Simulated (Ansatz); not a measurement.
The system is Mo.

```
CELL_PARAMETERS angstrom
-1.58381 1.58381 1.58381
1.58381 -1.58381 1.58381
1.58381 1.58381 -1.58381
ATOMIC_POSITIONS crystal
Mo 0.00000 0.00000 0.00000
```

Below is the output of Ansatz 0.2.0 for this cell. Logs are shortened: lines on timing, memory, paths and dates and some standing lists are left out, and cuts for length are marked.

```text
Warning: RAYON_NUM_THREADS=1 ignored (pool sized by the plan → 1); use --threads N
LAPW: plane waves up to 8.080 Å⁻¹, error target 1.0e-3 eV per atom; small_component_spin mean_spin; Mo in spheres of 1.372 Å, 30 of its electrons in bands, Dirac shells [] (how accurate: hamiltonian.pseudopotentials.lapw.basis_error, Limitations)
Engine: ansatz 0.2.0, x86_64-unknown-linux-gnu
Pseudopotentials: kind: all_electron
Pseudopotential: Mo, LAPW, valence charge 30, lapw/all_electron/scalar/gaussian/Mo, Koelling and Harmon's equation, gaussian nucleus
Functional definition: PBE
  parameter kappa = 0.804
  parameter beta = 0.06672455060314922
  exchange = pbe_x(kappa = kappa, mu = beta*pi^2/3)
  correlation = pbe_c(beta = beta)
Crystal: 1 atoms, lattice volume = 15.892 Å³
Basis set: ecut = 248.74271778433078 eV, 141 PW (Γ), exchange–correlation at level 2
Bands: 19, of which v1, the nominal top of the filled ones, is band 15 counted from 1 (14 counted from 0)
Symmetry: 48 space group operations
Space group: Im-3m (ITA 229), of the structure as read, at distance tolerance 2.5e-5 Å
k-points: 72 of 1728
Non-local potential: Mo, projectors of the file, none
Initial density: superposition of atomic densities (chi_scale 0.1, normalization cell)
Initial wavefunctions: plane waves of lowest kinetic energy (no species holds an atomic orbital)
Functional: x = pbe(κ = 0.804, μ = 0.2195149727645171), c = pbe(β = 0.06672455060314922)
iter 1 solved again at ethr=8.97e-4 eV; its pass at ethr=1.00e-1 eV (dr2=2.69e-1 eV) is discarded
SCF iter   1: F=—  HF=-110178.473233 eV  |F-HF|=—  |Δ(HF+E_count)|=         —  Δρ=5.38e-2  dr2=2.70e-1  ethr=8.97e-4  ⟨swp⟩=2.4  Hψ=8417  notcnv=0
preconditioner: auto → Kerker (q_TF=auto, 3.033 Å⁻¹)  [metal: Δε(μ)=0.004 eV  Ē_g=8.502 eV  σ=0.022 eV  W_gap=0.10  n_scr=12 (ndim 8)  ℏωp=22.8 eV  f_vac=0.000  D(μ)=1.06/eV (n_scr^D=12)]
SCF iter   2: F=—  HF=-110177.879612 eV  |F-HF|=—  |Δ(HF+E_count)|=   5.94e-1  Δρ=2.27e-2  dr2=5.76e-2  ethr=8.97e-4  ⟨swp⟩=2.2  Hψ=4240  notcnv=0  defer=1
preconditioner: auto → none  [insulator: Δε(μ)=0.102 eV  Ē_g=8.229 eV  σ=0.022 eV  W_gap=0.76  n_scr=12 (ndim 8)  ℏωp=22.8 eV  f_vac=0.000  D(μ)=0.59/eV (n_scr^D=0)  ε∞_Penn≈8.7]
SCF iter   3: F=—  HF=-110177.861386 eV  |F-HF|=—  |Δ(HF+E_count)|=         —  Δρ=8.71e-3  dr2=8.89e-3  ethr=1.92e-4  ⟨swp⟩=2.0  Hψ=4155  notcnv=0  defer=1
the basis was enlarged: its passes take 557.4 KiB over the memory plan, 1 of 1 planned eigensolver slots
iter 4 solved again at ethr=2.14e-7 eV; its pass at ethr=2.96e-5 eV (dr2=6.42e-5 eV) is discarded
SCF iter   4: F=—  HF=-110177.861463 eV  |F-HF|=—  |Δ(HF+E_count)|=   7.72e-5  Δρ=7.34e-4  dr2=6.38e-5  ethr=2.14e-7  ⟨swp⟩=2.0  Hψ=6716  notcnv=0
SCF iter   5: F=—  HF=-110177.861455 eV  |F-HF|=—  |Δ(HF+E_count)|=   8.71e-6  Δρ=6.38e-5  dr2=3.34e-7  ethr=2.13e-7  ⟨swp⟩=2.0  Hψ=3962  notcnv=0
SCF iter   6: F=-110177.861455 eV  HF=-110177.861455 eV  |F-HF|=2.91e-10  |Δ(HF+E_count)|=   2.85e-7  Δρ=2.28e-6  dr2=5.40e-10  ethr=1.11e-9  ⟨swp⟩=3.0  Hψ=4089  notcnv=0
SCF 1 converged in 6 iterations: F = -110177.861455 eV  dr2 = 5.40e-10
SCF converged after 6 iterations
Free energy (F): -110177.861455 eV
Harris-Foulkes:  -110177.861455 eV  (|F-HF|=2.91e-10)
Internal energy: -110177.861343 eV  (E = F + TS)
E sigma→0 (E₀):  -110177.861399 eV
Entropy (-TS):   -0.000112 eV (-0.112 meV/atom)
Fermi energy:    22.949778 eV
--- Per-component energies (eV) ---
  E_band       = -4093.159896
  E_kinetic    = 114177.350102
  E_xc         = -3370.963715
  E_electrostatic = -220984.247730  (all electrons and nuclei)
  E_smearing   = -0.000112  (= −TS)
  E_closure    = 0.000000  (closes the sum)
  E_atoms      = -110166.923224  (free atoms, spherical and without spin; not in F)
  Σ components = -110177.861455   (vs F -110177.861455, Δ=0.00e0)
  Basis errors (estimates in eV, not in F): energy 2.5e-4 per atom: plane waves 2.0e-4 (1.0e-4 summed), levels above the bands 0.0e0, relativity 6.3e-8, radial functions 4.5e-5, core shells 1.4e-7; eigenvalues (radial functions only) 2.2e-6; not estimated: angular momenta, meshes, grids; target (lapw.basis_error) 1.0e-3; muffin-tin radii Mo 1.372 Å
--- Forces (eV/Å), atoms counted from 1 ---
  atom   1  Mo    -0.00000000     0.00000000     0.00000000
  max |Σ_I F_I| component: 1.35e-30 eV/Å
--- Stress (GPa, compression-positive) ---
       -1.935859      -0.000000       0.000000
       -0.000000      -1.935859      -0.000000
        0.000000      -0.000000      -1.935859
  P = ⅓ Tr σ = -1.9359 GPa (-19.359 kbar)
--- Band table (eV; the first three rows and the last of 72) ---
  k-point 0: bands = ["-352.8965", "-352.8965", "-352.8965", "-194.7955", "-194.7955", "-194.7666", "-194.7666", "-194.7666", "-38.2722", "-11.5679", "-11.5679", "-11.5679", "15.8337", "21.6764", "21.6764", "21.6764", "24.6392", "24.6392", "37.6746"]
  k-point 1: bands = ["-352.8965", "-352.8965", "-352.8965", "-194.7955", "-194.7955", "-194.7666", "-194.7666", "-194.7666", "-38.2560", "-11.6629", "-11.5973", "-11.5686", "16.1318", "21.5105", "21.6451", "21.9573", "24.4088", "24.6448", "37.8848"]
  k-point 2: bands = ["-352.8965", "-352.8965", "-352.8965", "-194.7955", "-194.7955", "-194.7666", "-194.7666", "-194.7666", "-38.2114", "-11.9175", "-11.6770", "-11.5704", "16.9216", "21.0883", "21.4987", "22.7734", "24.0834", "24.6837", "38.1755"]
  k-point 71: bands = ["-352.8965", "-352.8965", "-352.8965", "-194.7955", "-194.7955", "-194.7666", "-194.7666", "-194.7666", "-37.8506", "-12.4861", "-12.4861", "-12.4861", "17.6972", "17.6972", "26.8931", "26.8931", "26.8931", "31.9300", "31.9300"]
```

Task: Write the input and the command behind it.

Result: Single point with PBE, no spin polarisation. The files as run (others can give the same):

input.yaml
```yaml
crystal:
  lattice:
    - [-1.5838089719, 1.5838089719, 1.5838089719]
    - [1.5838089719, -1.5838089719, 1.5838089719]
    - [1.5838089719, 1.5838089719, -1.5838089719]
  atoms:
    - { symbol: Mo, position: [0.0, 0.0, 0.0] }
kpoints:
  mp_grid: { grid: [12, 12, 12] }
scf:
  occupations: { method: gaussian, width: 0.022 }
hamiltonian:
  xc: pbe
  pseudopotentials: { kind: all_electron, lapw: { basis_error: 0.001 } }
output:
  forces: true
  stress: true
  eigenvalues: true
```

Potentials or basis: all-electron LAPW, scalar-relativistic.
Run with:
```console
$ ansatz run input.yaml --threads 1 --pin off --max-ram 3072MiB --backend cpu --events-out ev --progress --plain --runs-dir out
```
